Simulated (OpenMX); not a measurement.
# BN: equation of state with PBE

**Measured values to compare with.**

“Effect of nanostructuration on compressibility of cubic BN”, 2012, arxiv:1208.3664 quotes, for a bulk crystal of BN at 300 K: bulk modulus 395 ± 2 GPa.

The system is BN.

```
N B
1.0
     0.00000    1.81300    1.81300
     1.81300    0.00000    1.81300
     1.81300    1.81300    0.00000
N B
1 1
Direct
  0.25000 0.25000 0.25000
  0.00000 0.00000 0.00000
```

The cell is a database's computed one.

```yaml
Program: OpenMX 3.8.5
Task: equation of state
Functional: PBE
Potentials_or_basis: OpenMX 2013 PBE set, N6.0-s2p2, B7.0-s2p2, fixed grid of 25 × 25 × 25 points
k_mesh: 13 × 13 × 13
Occupations: fermi-dirac, width 0.05 eV
Spin: no spin polarisation
```

| Quantity | Value |
| --- | --- |
| Equilibrium volume | 6.05 Å³/atom |
| Bulk modulus | 355 GPa |
| Pressure derivative of the bulk modulus | 3.6 |

Energy against volume, from the lowest point:
| volume (Å³/atom) | energy (meV/atom) |
| --- | --- |
| 5.602 | 40.88 |
| 5.721 | 21.21 |
| 5.840 | 8.21 |
| 5.959 | 1.34 |
| 6.078 | 0.00 |
| 6.198 | 3.75 |
| 6.317 | 12.18 |

Measured bulk modulus of BN: 395 GPa (300 K; quoted in “Effect of nanostructuration on compressibility of cubic BN”, 2012, arxiv:1208.3664). This calculation gives 355 GPa (-10.2 %). The fit is for a static lattice scaled at fixed shape and fixed fractional positions.

Caveat: volumes in these bases differ from converged ones by about 1 %, for some elements by several; the basis of atomic orbitals isn't converged, which shifts pressures, moduli and gaps.
